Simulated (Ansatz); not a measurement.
# Sb in Ansatz: convergence with k mesh

Crystal: Sb.

```
CELL_PARAMETERS angstrom
3.12240 0.00000 0.00000
0.00000 4.34752 0.00000
-0.03891 0.00000 4.40585
ATOMIC_POSITIONS crystal
Sb 0.01218 0.26149 0.24261
Sb 0.00154 0.74648 0.76535
```

This isn't the form of Sb at room conditions, which is rhombohedral.

The cell isn't the ideal one: atoms moved at random, drawn with an rms of 0.05 Å.

```yaml
Program: Ansatz 0.2.0
Task: convergence study
Functional: PBEsol
Potentials_or_basis: Ansatz PAW earlier set
Cutoff: 430 eV
Density_cutoff: 1720 eV
k_mesh: 3 × 2 × 2
Occupations: gaussian, width 0.05 eV
Spin: no spin polarisation
```

These are the settings of the first run; the series varies k mesh, with any setting tied to it.

Hardware: 2 threads of Arm Neoverse V2 (shared host).

The values tried are 3 × 2 × 2, 3 × 3 × 3, 4 × 3 × 3, 5 × 4 × 4, 6 × 5 × 5, 8 × 6 × 6, 10 × 7 × 7, 12 × 9 × 8, 14 × 10 × 10, loosest first. From which on does the pressure stay within 0.1 GPa of the tightest run that finished?

From 8 × 6 × 6 on.

```tsv
k mesh	energy less the tightest run, at zero smearing (meV/atom)	pressure (GPa)	largest force (eV/Å)	SCF cycles	CPU time (s)	peak memory (GiB)
3 × 2 × 2	397.50	-1.18	0.233	7	1.1	0.29
3 × 3 × 3	-60.34	-3.46	0.040	7	1.3	0.31
4 × 3 × 3	73.51	-1.13	0.234	7	1.5	0.32
5 × 4 × 4	29.58	-1.84	0.366	7	2.6	0.34
6 × 5 × 5	-2.00	-1.70	0.239	7	4.3	0.37
8 × 6 × 6	7.80	-1.95	0.036	7	7.8	0.43
10 × 7 × 7	-2.12	-2.01	0.141	7	12	0.51
12 × 9 × 8	7.17	-2.01	0.134	7	22	0.67
14 × 10 × 10	0.00	-2.01	0.167	7	35	0.9
```

Not settled before the last step: the energy (to 1 meV/atom), the largest force (to 0.005 eV/Å). Meshes of other sizes hit other points, so gaps and Fermi surfaces needn't settle smoothly. The tightest run that finished is the yardstick and may itself not be fully converged.

Caveat, for the tightest run too: the PAW data sets come from PBE, with cores solved anew for the run's functional, which leaves a small shift of forces and pressure. The run has no spin-orbit coupling, so splittings on Sb are missing.
